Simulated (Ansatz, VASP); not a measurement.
One calculation of Sb, two programs

```
Sb
1.0
     3.19129    0.00000    0.00000
     0.00000    3.19129    0.00000
     0.00000    0.00000    3.19129
Sb
1
Direct
  0.00000 0.00000 0.00000
```

Change from the starting cell: volume scaled by 1.03.

Alike in both runs: task single point; functional PBEsol; k mesh 13 × 13 × 13; occupations fermi-dirac, width 0.05 eV; no spin polarisation.

|  | VASP | Ansatz |
| --- | --- | --- |
| version | VASP 6.6.1 | Ansatz 0.2.0 |
| potentials or method | VASP PAW PBE potentials, release 64 (Sb), cutoff 520 eV | all-electron LAPW, scalar-relativistic |

```tsv
	VASP	Ansatz	Ansatz less VASP
pressure (GPa)	-6.0	-6.0	-0.01
```

Ansatz ran all-electron here, so the differences hold the error of VASP's frozen core and of both bases.

Caveats: the PAW data sets were made with another functional, which shifts forces and pressure a little (VASP). The runs have no spin-orbit coupling, so splittings on Sb are missing.
